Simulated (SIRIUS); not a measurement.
## Si2Mo under changes of volume

One of the cells (13.313 Å³/atom); the others are scaled copies at fixed shape and fractional positions:

```
CELL_PARAMETERS angstrom
4.58547 0.00000 0.00000
-2.29274 3.97113 0.00000
0.00000 0.00000 6.57976
ATOMIC_POSITIONS crystal
Mo 0.50000 0.50000 0.83333
Mo 0.00000 0.50000 0.16667
Mo 0.50000 0.00000 0.50000
Si 0.16387 0.32775 0.50000
Si 0.67225 0.83613 0.16667
Si 0.83613 0.16387 0.83333
Si 0.83613 0.67225 0.50000
Si 0.32775 0.16387 0.16667
Si 0.16387 0.83613 0.83333
```

Measurements of this composition are mostly on another form, of space group No. 139.

| Quantity | Value |
| --- | --- |
| Program | SIRIUS 7.12.0 |
| Functional | LDA |
| Potentials or basis | all-electron FP-LAPW |
| Cutoff | 174 eV |
| Basis | apw+lo standard |
| k mesh | 7 × 7 × 4 |
| Occupations | fermi-dirac, width 0.05 eV |
| Spin | no spin polarisation |

```csv
volume (Å³/atom),energy over the lowest point (meV/atom),gap on the mesh (eV)
12.514,14.67,0.23
12.780,3.10,0.24
13.046,0.00,0.24
13.313,?,?
13.579,16.09,0.24
13.845,33.71,0.25
14.111,56.76,0.25
```

Q: What does the run at 13.313 Å³/atom give?

A: Energy over the lowest point 4.58 meV/atom; gap on the mesh 0.24 eV.

Worked out: A Birch-Murnaghan fit of order 3 (a polynomial in V^(-2/3)) to the other rows has its minimum at 13.01 Å³/atom with B0 = V·E''(V) = 228 GPa and B' = 4.4 at fixed shape and positions, which overstates the stiffness. It gives 4.64 meV/atom at 13.313 Å³/atom, against the run's 4.58. A straight line through the other rows of the gap, of slope 0.143 eV per unit of ln V, gives 0.24 eV, against the run's 0.24.

Energies are extrapolated to zero smearing.

Caveats: an odd mesh through Γ misses points on the zone boundary, where band edges often lie. Spin-orbit coupling on Mo is left out.
